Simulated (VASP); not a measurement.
Si:

```
Si
1.0
     3.82278   -2.33018    0.00000
     3.82278    2.33018    0.00000
     0.00000    0.00000    4.49510
Si
4
Cartesian
  5.0643 0.8019 1.1238
  5.0643 -0.8019 3.3713
  2.5813 -0.8019 3.3713
  2.5813 0.8019 1.1238
```

The cell was built by a generator and needn't be a form met in nature.

- Program: VASP 6.6.1
- Task: relaxation of cell and atoms
- Functional: PBE
- Potentials or basis: VASP PAW PBE potentials, release 64 (Si)
- Cutoff: 600 eV
- k mesh: 4 × 4 × 4
- Occupations: gaussian, width 0.1 eV
- Spin: no spin polarisation

At the start: pressure -5.8 GPa; volume 20.02 Å³/atom.

How do energy, volume and symmetry change on relaxing?

Over 59 steps the energy falls by 367.0 meV/atom and the volume is 17.49 Å³/atom (-12.7 %); space group Fmmm (No. 69, to 0.05 Å).

Step by step:
| step | energy change (eV) | largest force (eV/Å) | pressure (GPa) | volume (Å³) |
| --- | --- | --- | --- | --- |
| 1 | 0.0000 | 0.6659 | -5.83 | 80.08 |
| 3 | -0.3924 | 0.3627 | 3.41 | 67.69 |
| 5 | -0.5216 | 0.2793 | 6.25 | 65.80 |
| 7 | -0.6357 | 0.1728 | -0.40 | 70.90 |
| 9 | -0.7731 | 0.3076 | -2.41 | 71.75 |
| 11 | -0.8397 | 0.2903 | -2.97 | 72.14 |
| 13 | -0.8690 | 0.3050 | -2.76 | 71.82 |
| 15 | -0.8718 | 0.3109 | -2.68 | 71.67 |
| 17 | -0.9490 | 0.4357 | -1.91 | 70.48 |
| 19 | -0.9820 | 1.0854 | 4.35 | 65.05 |
| 21 | -1.0757 | 0.4632 | 0.95 | 67.17 |
| 23 | -1.1037 | 0.2474 | 0.33 | 67.22 |
| 25 | -1.1308 | 0.2220 | -0.73 | 67.87 |
| 27 | -1.1146 | 0.8222 | 3.79 | 65.28 |
| 29 | -1.1599 | 0.3745 | 0.97 | 66.66 |
| 31 | -1.2032 | 0.3982 | 2.12 | 66.04 |
| 33 | -1.2376 | 0.3417 | 4.14 | 65.39 |
| 35 | -1.2726 | 0.5192 | 2.46 | 66.90 |
| 37 | -1.3054 | 0.3558 | 2.09 | 67.01 |
| 39 | -1.3448 | 0.4682 | -1.02 | 69.42 |
| 41 | -1.4065 | 0.1792 | -0.89 | 69.83 |
| 43 | -1.4185 | 0.3215 | -0.59 | 70.12 |
| 45 | -1.4383 | 0.1573 | 0.34 | 69.80 |
| 47 | -1.4420 | 0.1334 | 0.00 | 69.97 |
| 49 | -1.4460 | 0.1128 | -0.33 | 70.16 |
| 51 | -1.4575 | 0.0800 | -0.34 | 69.99 |
| 53 | -1.4604 | 0.0854 | 0.01 | 69.66 |
| 55 | -1.4633 | 0.0964 | 0.16 | 69.59 |
| 57 | -1.4669 | 0.0713 | -0.13 | 69.98 |
| 59 | -1.4678 | 0.0190 | -0.03 | 69.95 |

Final structure:
```yaml
crystal:
  lattice:
    - [3.04672, -2.38482, 0.00000]
    - [3.04672, 2.38482, 0.00000]
    - [0.00000, 0.00000, 4.81352]
  atoms:
    - { symbol: Si, position: [0.44741, 0.94228, 0.25000] }
    - { symbol: Si, position: [0.94228, 0.44741, 0.75000] }
    - { symbol: Si, position: [0.55259, 0.05772, 0.75000] }
    - { symbol: Si, position: [0.05772, 0.55259, 0.25000] }
```

Caveat: the k mesh is coarse (spacing up to 0.39 Å⁻¹), so the values aren't converged.
